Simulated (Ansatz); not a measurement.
**Ta: band structure with PBEsol**

The system is Ta.

```
Ta
1.0
     2.90037    0.00000    0.00000
    -1.45019    2.51180    0.00000
     0.00000    0.00000    5.16627
Ta
2
Direct
  0.33333 0.66667 0.25000
  0.66667 0.33333 0.75000
```

This isn't the form of Ta at room conditions, which is bcc.

```
Program                             : Ansatz 0.2.0
Task                                : band structure
Functional                          : PBEsol
Potentials or basis                 : Ansatz PAW
Cutoff                              : 420 eV (not typed: the program's choice for these potentials)
k mesh                              : 11 × 11 × 5
Occupations                         : fermi-dirac, width 0.05 eV
Spin                                : no spin polarisation
Path                                : [["G", "M", "K", "G", "A", "L", "H", "A"], ["L", "M"], ["K", "H"]]
Points for each segment of the path : 14
```

- Pressure: -7.3 GPa
- Band gap on the k mesh: none (metal or under the smearing width)

Stress tensor (GPa, compression positive):
```
-7.96  0.00  0.00
 0.00 -7.96  0.00
 0.00  0.00 -6.06
```

Levels at the corners of the path, in eV from the Fermi level:
```
point  band 11  band 12  band 13  band 14  band 15  band 16
    Γ    -0.58    -0.13     0.57     0.57     1.14     1.14
    M    -3.34    -0.47    -0.39     0.48     0.83     5.50
    K    -1.95    -1.65    -0.57    -0.57     1.04     3.99
    Γ    -0.58    -0.13     0.57     0.57     1.14     1.14
    A    -1.19    -1.19     0.62     0.62     0.62     0.62
    L    -2.31    -2.31     1.47     1.47     2.56     2.56
    H    -1.97    -1.97    -0.61    -0.61     1.50     1.50
    A    -1.19    -1.19     0.62     0.62     0.62     0.62
    L    -2.31    -2.31     1.47     1.47     2.56     2.56
    M    -3.34    -0.47    -0.39     0.48     0.83     5.50
    K    -1.95    -1.65    -0.57    -0.57     1.04     3.99
    H    -1.97    -1.97    -0.61    -0.61     1.50     1.50
```

It took 2.3 s on 2 threads of AMD EPYC 7R13 Processor (Zen 3) (shared host), peak memory 0.39 GiB.

Caveat: spin-orbit coupling is left out, which moves the levels of the heavy elements; the PAW data sets come from PBE, with cores solved anew for the run's functional, which leaves a small shift of forces and pressure.
